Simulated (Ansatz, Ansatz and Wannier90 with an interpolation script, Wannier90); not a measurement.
# Settings in Wannier-interpolated G0W0: InP (F-43m), part 2 of 2

Aim: vary the Wannier model and the GW settings for InP (F-43m) and see what the interpolated bands lose.

Wannier90 4.0.3; maximally localised Wannier functions from the overlaps of r2SCAN states (plane waves, PAW). Known limits of the many-body steps: not at the basis limit; no spin-orbit coupling; coarse k mesh.

So far. Step 2 (Wannier model on 16×16×16, by Wannier90): Near the gap the model misses directly solved bands by 1.0 meV r.m.s. and by 5 meV at most in the window tested. This tests the starting bands, not the corrections carried with them. Step 3 (Wannier model on 16×16×16, by the program's own …): Near the gap the model misses directly solved bands by 1.1 meV r.m.s. and by 5 meV at most in the window tested. This tests the starting bands, not the corrections carried with them.

The database entry behind the starting cell differs from later determinations by our own check (0.1 to 0.3 % short, probably kX units), so it need not match the best structure at ambient conditions.

### 4. Wannier model on 8×8×8, by Wannier90

This step: maximally localised Wannier functions from the overlaps of r2SCAN states (plane waves, PAW).

The input, w.win:

```
num_iter = 1200
conv_tol = 1.0e-8
conv_window = 5
dis_num_iter = 4000
dis_conv_tol = 1.0e-8
dis_mix_ratio = 0.7
write_hr = true
use_ws_distance = false
num_print_cycles = 50
! ansatz wannier90 interface
! projections by site (counted from 0) and shell: 0 5S, 0 5P, 1 3P
! states of the run's bands (counted from 1): 1-17
num_bands = 17
num_wann  = 7
dis_win_min = 0.79
dis_win_max = 18.26
dis_froz_min = 0.79
dis_froz_max = 10.98
guiding_centres = true

begin unit_cell_cart
Ang
                      0.0                   2.9305                   2.9305
                   2.9305                      0.0                   2.9305
                   2.9305                   2.9305                      0.0
end unit_cell_cart

begin atoms_frac
In                       0.0                      0.0                      0.0
P                       0.75                     0.75                     0.75
end atoms_frac

mp_grid = 8 8 8

[... the mesh's points ...]
```

On the command line:

```
OMP_NUM_THREADS=1 mpirun -n 8 wannier90.x w > wannier90.x.log
```

Numbers of over 12 decimals in the logs are rounded to 6 here.

Output:

```text
[banner, memory and clock lines left out]
TEM
                                    ------

                              Lattice Vectors (Ang)
                    a_1     0.000000   2.930500   2.930500
                    a_2     2.930500   0.000000   2.930500
                    a_3     2.930500   2.930500   0.000000

                   Unit Cell Volume:      50.33327  (Ang^3)

                        Reciprocal-Space Vectors (Ang^-1)
                    b_1    -1.072033   1.072033   1.072033
                    b_2     1.072033  -1.072033   1.072033
                    b_3     1.072033   1.072033  -1.072033

 *----------------------------------------------------------------------------*
 |   Site       Fractional Coordinate          Cartesian Coordinate (Ang)     |
 +----------------------------------------------------------------------------+
 | in   1   0.00000   0.00000   0.00000   |    0.00000   0.00000   0.00000    |
 | p    1   0.75000   0.75000   0.75000   |    4.39575   4.39575   4.39575    |
 *----------------------------------------------------------------------------*
                                ------------
                                K-POINT GRID
                                ------------

             Grid size =  8 x  8 x  8      Total points =  512

 *---------------------------------- MAIN ------------------------------------*
 |  Number of Wannier Functions               :                 7             |
 |  Number of Objective Wannier Functions     :                 7             |
 |  Number of input Bloch states              :                17             |
 |  Output verbosity (1=low, 5=high)          :                 1             |
 |  Timing Level (1=low, 5=high)              :                 1             |
[...]
Sum of centres and spreads ( 13.187250, 13.187250, 13.187250 )    27.27067769

      1    -0.593E+00     0.4294931334       27.2706776909       0.28  <-- CONV
        O_D=      0.4510786 O_OD=      6.3934679 O_TOT=     27.2706777 <-- SPRD
 Delta: O_D= -0.4991912E-01 O_OD= -0.5435754E+00 O_TOT= -0.5934945E+00 <-- DLTA

             <<<     Delta < 1.000E-08  over  5 iterations     >>>
             <<< Wannierisation convergence criteria satisfied >>>

 Final State
[...]
WF centre and spread    6  (  4.395750,  4.395750,  4.395750 )     2.68492049
  WF centre and spread    7  (  4.395750,  4.395750,  4.395750 )     2.68492049
  Sum of centres and spreads ( 13.187250, 13.187250, 13.187250 )    26.95592569

         Spreads (Ang^2)       Omega I      =    20.426131173
        ================       Omega D      =     0.483795910
                               Omega OD     =     6.045998603
    Final Spread (Ang^2)       Omega Total  =    26.955925685

 Writing checkpoint file w.chk... done

 *---------------------------------------------------------------------------*
 |                               PLOTTING                                    |
 *---------------------------------------------------------------------------*

 *===========================================================================*
 |                             TIMING INFORMATION                            |
 *===========================================================================*
 |    Tag                                                Ncalls      Time (s)|
 |---------------------------------------------------------------------------|
 |kmesh: get                                        :         1         0.113|
 |overlap: read                                     :         1         0.654|
 |dis: main                                         :         1         0.280|
 |wann: main                                        :         1         0.214|
 |plot: main                                        :         1         0.042|
 *---------------------------------------------------------------------------*
 All done: wannier90 exiting
```

It took 2.2 s on 8 MPI ranks of Arm Neoverse V2, shared host; 16 s of CPU time.

This step gave:

| Quantity | Value |
| --- | --- |
| gauge-invariant spread | 20.43 Å² |
| diagonal spread | 0.4838 Å² |
| off-diagonal spread | 6.046 Å² |
| total spread | 26.96 Å² |
| disentanglement steps | 118 |
| r.m.s. interpolation error | 0.006036 eV |
| r.m.s. error near the gap | 0.007907 eV |

Near the gap the model misses directly solved bands by 7.9 meV r.m.s. and by 57 meV at most in the window tested. This tests the starting bands, not the corrections carried with them.

Frozen up to 4.16 eV; above it the model need not follow the bands. Electronic bands along the path, in eV, zero at the valence-band top; v1 is the highest filled band, c1 the lowest empty one:

```csv
point,v3,v2,v1,c1,c2,c3,c4
Γ,0.00,0.00,0.00,1.16,4.43,4.43,4.43
halfway,-3.35,-1.46,-1.46,2.77,3.50,6.83,6.83
X,-5.88,-2.41,-2.41,2.01,2.54,10.29,10.29
halfway,-5.83,-2.84,-2.30,2.29,3.18,9.41,9.74
U,-5.72,-3.42,-2.01,2.64,4.84,8.18,8.85
jump to K,-5.72,-3.42,-2.01,2.64,4.84,8.18,8.85
halfway,-3.85,-2.06,-0.59,3.24,5.16,5.42,5.75
Γ,0.00,0.00,0.00,1.16,4.43,4.43,4.43
halfway,-3.49,-0.58,-0.58,2.17,5.21,5.21,5.81
L,-5.88,-1.01,-1.01,1.86,5.39,5.39,7.69
halfway,-5.67,-2.76,-1.69,3.54,4.59,6.32,8.09
W,-5.71,-3.06,-3.00,4.58,4.79,6.04,8.56
halfway,-5.80,-2.75,-2.73,2.95,3.41,8.19,9.70
X,-5.88,-2.41,-2.41,2.01,2.54,10.29,10.29
```

The same for Kohn-Sham, solved directly:

```csv
point,v3,v2,v1,c1,c2,c3,c4
Γ,0.00,0.00,0.00,1.16,4.43,4.43,4.43
X,-5.88,-2.41,-2.41,2.01,2.54,9.88,10.29
U,-5.72,-3.42,-2.01,2.64,4.75,8.00,8.02
K,-5.72,-3.42,-2.01,2.64,4.75,8.00,8.02
Γ,0.00,0.00,0.00,1.16,4.43,4.43,4.43
L,-5.88,-1.01,-1.01,1.86,5.15,5.15,7.55
W,-5.71,-3.06,-3.00,4.58,4.79,6.04,6.58
X,-5.88,-2.41,-2.41,2.01,2.54,9.88,10.29
```

The first set of electronic bands as a text plot (rows in eV, shown from -5.9 to 4.4 only):

```
    4.2 |++                         ++++                +  ++
    3.8 |  +            +                              +    ++
    3.4 |   +++++      +    +++++                    ++      +
    2.9 |   ++++ +++       +     +                  +         +
    2.5 |       +   +++++++       ++               +          +++
    2.1 |  +     ++++++             +    ++++++++++            ++
    1.6 | +                          +  +
    1.2 |+                            ++
    0.8 |
    0.3 |
   -0.1 |**                       *********
   -0.5 | ***                   **  **  *  ***
   -0.9 |  * **                *  **     *    ******
   -1.4 |      *            ***  *  *              ***
   -1.8 |   *   *         **              *         * **
   -2.2 |        *********      * **                 *  *       *
   -2.7 |    **       **       *           *          *  *   ***
   -3.1 |               *    **  *                     ******
   -3.5 |      *         ****               *
   -3.9 |       *               *
   -4.4 |                      *             *
   -4.8 |        *           **               *
   -5.2 |         **        *                  *
   -5.7 |           ********                    *****************
         Γ           X  U|K            Γ         L        W     X
```

### 5. G0W0: 8×8×8 mesh, 231 empty bands, screening to 160 eV

Now the one-shot GW correction: screening in the RPA, then the self-energy of the levels asked for.

This step: G0W0 on r2SCAN, plane waves, PAW.

The input, input.yaml:

```yaml
crystal:
  lattice:
    - [0.0, 2.9305, 2.9305]
    - [2.9305, 0.0, 2.9305]
    - [2.9305, 2.9305, 0.0]
  atoms:
    - { symbol: In, position: [0.0, 0.0, 0.0] }
    - { symbol: P, position: [0.75, 0.75, 0.75] }
kpoints:
  mp_grid: { grid: [8, 8, 8] }
hamiltonian:
  xc: r2scan
scf:
  occupations: { method: fixed }
gw:
  n_empty_bands: 231
  ecut_chi: 160.0
  qp_bands: [v3, c2]
  screening: { model: contour_deformation }
```

On the command line:

```
ansatz run input.yaml --threads 12 --pin off --max-ram 22118MiB --backend cpu --events-out ev --progress --plain --runs-dir out
```

Output:

```text
[...]
Crystal: 2 atoms, lattice volume = 50.333 Å³
Basis set: ecut = 500 eV, 1243 PW (Γ), exchange–correlation on 128×128×128 points (64 copies of the dense FFT grid, shifted against one another)
Bands: 13, of which v1, the nominal top of the filled ones, is band 9 counted from 1 (8 counted from 0)
Symmetry: 24 space group operations
[...]
k-points: 29 of 512 (time reversal used)
[...]
1     9      6.6266   -16.5212     1.0547   -15.0147  0.7655     6.1715     6.1748  root
[...]
28     8      3.7580   -15.3882     2.2046   -12.6730  0.7303     3.2385     3.2474  root
    28     9      3.8165   -14.6997     2.0670   -12.1263  0.7346     3.3016     3.3101  root
    28    10     11.3931    -6.8446    -4.1994   -10.9927  0.7692    11.3419    11.3418  root
    28    11     11.6049    -8.9033    -4.8566   -13.9009  0.7462    11.7464    11.7459  root
[key lines of the parts left out:]
SCF converged after 6 iterations
Free energy (F): -6371.731918 eV
Fermi energy:    6.818110 eV
```

Wall time 10 min (12 threads); peak memory 2.3 GiB; 75 min of CPU time.

The G0W0 gap on the mesh is 1.497 eV.

### 6. G0W0: 4×4×4 mesh, 231 empty bands, screening to 160 eV

Changes to input.yaml since step 5:

```diff
@@ -9,3 +9,3 @@
 kpoints:
-  mp_grid: { grid: [8, 8, 8] }
+  mp_grid: { grid: [4, 4, 4] }
 hamiltonian:
```

Output:

```text
[...]
Crystal: 2 atoms, lattice volume = 50.333 Å³
Basis set: ecut = 500 eV, 1243 PW (Γ), exchange–correlation on 128×128×128 points (64 copies of the dense FFT grid, shifted against one another)
Bands: 13, of which v1, the nominal top of the filled ones, is band 9 counted from 1 (8 counted from 0)
Symmetry: 24 space group operations
[...]
k-points: 8 of 64 (time reversal used)
[...]
1     9      6.2768   -16.5145     1.4544   -14.6305  0.7528     5.8419     5.8473  root
[...]
7     8      3.7847   -15.3751     2.2485   -12.6584  0.7236     3.3085     3.3167  root
     7     9      3.8410   -14.6897     2.1167   -12.1098  0.7283     3.3690     3.3780  root
     7    10     11.4090    -6.8455    -4.2476   -10.9857  0.7623    11.3019    11.3016  root
     7    11     11.6320    -8.8997    -4.9006   -13.8929  0.7397    11.7248    11.7246  root
[key lines of the parts left out:]
SCF converged after 6 iterations
Free energy (F): -6371.632518 eV
Fermi energy:    6.855597 eV
```

The job ended after 16 s (12 threads; peak memory 1.6 GiB).

The G0W0 gap on the mesh is 1.444 eV.

### 7. G0W0: 8×8×8 mesh, 107 empty bands, screening to 96 eV

input.yaml, the sections that differ from step 6:

```yaml
kpoints:
  mp_grid: { grid: [8, 8, 8] }
gw:
  n_empty_bands: 107
  ecut_chi: 96
  qp_bands: [v3, c2]
  screening: { model: contour_deformation }
# crystal, hamiltonian, scf: as in step 6
```

Output:

```text
[...]
Crystal: 2 atoms, lattice volume = 50.333 Å³
Basis set: ecut = 500 eV, 1243 PW (Γ), exchange–correlation on 128×128×128 points (64 copies of the dense FFT grid, shifted against one another)
Bands: 13, of which v1, the nominal top of the filled ones, is band 9 counted from 1 (8 counted from 0)
Symmetry: 24 space group operations
[...]
k-points: 29 of 512 (time reversal used)
[...]
1     9      6.6266   -16.5212     1.2439   -15.0147  0.7665     6.3629     6.3640  root
[...]
28     8      3.7580   -15.3882     2.3313   -12.6730  0.7308     3.3693     3.3741  root
    28     9      3.8165   -14.6997     2.1897   -12.1263  0.7351     3.4281     3.4327  root
    28    10     11.3931    -6.8446    -4.0747   -10.9927  0.7698    11.4667    11.4665  root
    28    11     11.6049    -8.9033    -4.6631   -13.9009  0.7471    11.9426    11.9394  root
[key lines of the parts left out:]
SCF converged after 6 iterations
Free energy (F): -6371.731918 eV
Fermi energy:    6.818110 eV
```

Elapsed: 2.2 min, on 12 threads; peak memory 1 GiB.

The G0W0 gap on the mesh is 1.504 eV.

### 8. G0W0: 8×8×8 mesh, 231 empty bands, screening to 160 eV, plasmon pole

Changes to input.yaml since step 7:

```diff
@@ -15,5 +15,5 @@
 gw:
-  n_empty_bands: 107
-  ecut_chi: 96
+  n_empty_bands: 231
+  ecut_chi: 160.0
   qp_bands: [v3, c2]
-  screening: { model: contour_deformation }
+  screening: { model: godby_needs }
```

Output:

```text
[...]
Crystal: 2 atoms, lattice volume = 50.333 Å³
Basis set: ecut = 500 eV, 1243 PW (Γ), exchange–correlation on 128×128×128 points (64 copies of the dense FFT grid, shifted against one another)
Bands: 13, of which v1, the nominal top of the filled ones, is band 9 counted from 1 (8 counted from 0)
Symmetry: 24 space group operations
[...]
k-points: 29 of 512 (time reversal used)
[...]
1     9      6.6266   -16.5212     1.0867   -15.0147  0.7838     6.2058     6.2067  root
[...]
28     8      3.7580   -15.3882     2.1621   -12.6730  0.7733     3.2039     3.2049  root
    28     9      3.8165   -14.6997     2.0137   -12.1263  0.7765     3.2540     3.2567  root
    28    10     11.3931    -6.8446    -4.2066   -10.9927  0.7968    11.3347    11.3347  root
    28    11     11.6049    -8.9033    -4.7399   -13.9009  0.7815    11.8632    11.8626  root
[key lines of the parts left out:]
SCF converged after 6 iterations
Free energy (F): -6371.731918 eV
Fermi energy:    6.818110 eV
```

It took 6.4 min on 12 threads; peak memory 3.6 GiB; 74 min of CPU time.

The G0W0 gap on the mesh is 1.520 eV.

### 9. Interpolated results

Times are wall times on 12 threads of Arm Neoverse V2, shared host, good to a factor of about two.

```csv
GW mesh,empty bands,cutoff (eV),frequency,gap on mesh (eV),gap over zone (eV),direct gap (eV),valence width (eV),GW time
8×8×8,231,160,contour deformation,1.497,1.497,1.497,5.884,10 min
4×4×4,231,160,contour deformation,1.444,1.455,1.455,5.899,16 s
8×8×8,107,96,contour deformation,1.504,1.504,1.505,5.928,2.2 min
8×8×8,231,160,plasmon pole,1.520,1.520,1.521,6.036,6.4 min
```

### 10. Summary of results

```
8×8×8 mesh, 231 empty bands, screening to 160 eV               : 1.50 eV
4×4×4 mesh, 231 empty bands, screening to 160 eV               : 1.46 eV
8×8×8 mesh, 107 empty bands, screening to 96 eV                : 1.50 eV
8×8×8 mesh, 231 empty bands, screening to 160 eV, plasmon pole : 1.52 eV
```

The largest change, −0.04 eV in the gap over the zone, comes with 4×4×4 mesh, 231 empty bands, screening to 160 eV. The first run is a reference, not a converged one, and where a row moves several settings no single cause can be named. Rows on another GW mesh add that mesh's corrections to the bands of the one model. The program's own minimiser ends at the same spread as the first model, 29.4 Å², from the same trial orbitals; this need not be the lowest minimum. Coarser Wannier mesh (8×8×8): the miss near the gap goes from 1 (the model on 16×16×16) to 8 meV and the total spread from 29.4 to 27.0 Å². With 4×4×4 mesh, 231 empty bands, screening to 160 eV the gap over the zone moves by −0.04 eV and that on the mesh by −0.05 eV. With 8×8×8 mesh, 107 empty bands, screening to 96 eV the gap over the zone moves by +0.01 eV and that on the mesh by +0.01 eV. With 8×8×8 mesh, 231 empty bands, screening to 160 eV, plasmon pole the gap over the zone moves by +0.02 eV and that on the mesh by +0.02 eV. Gaps over the zone and on the mesh differ where an edge lies off the mesh, or where a GW run starts from another density: the starting gap over the zone is 1.165 eV, on the GW meshes it is 1.165 eV and 1.154 eV. The many-body steps are scalar-relativistic: spin-orbit coupling is not in them.

[Paths, hosts, dates, memory and timing lines, banners, echoed tables and standing remarks are left out of the program output.]

[Logs are printed without paths, hosts, clocks, repeated set-up lines and the standing remarks that a program may print on its own settings, such as how far it seeks lower states.]

[Runs of the session that timed out or met a known fault of the program may be left out.]

[Hosts, paths, dates, database ids (printed as entryN), source tags and the programs' standing remarks are cut or masked in the printed files.]
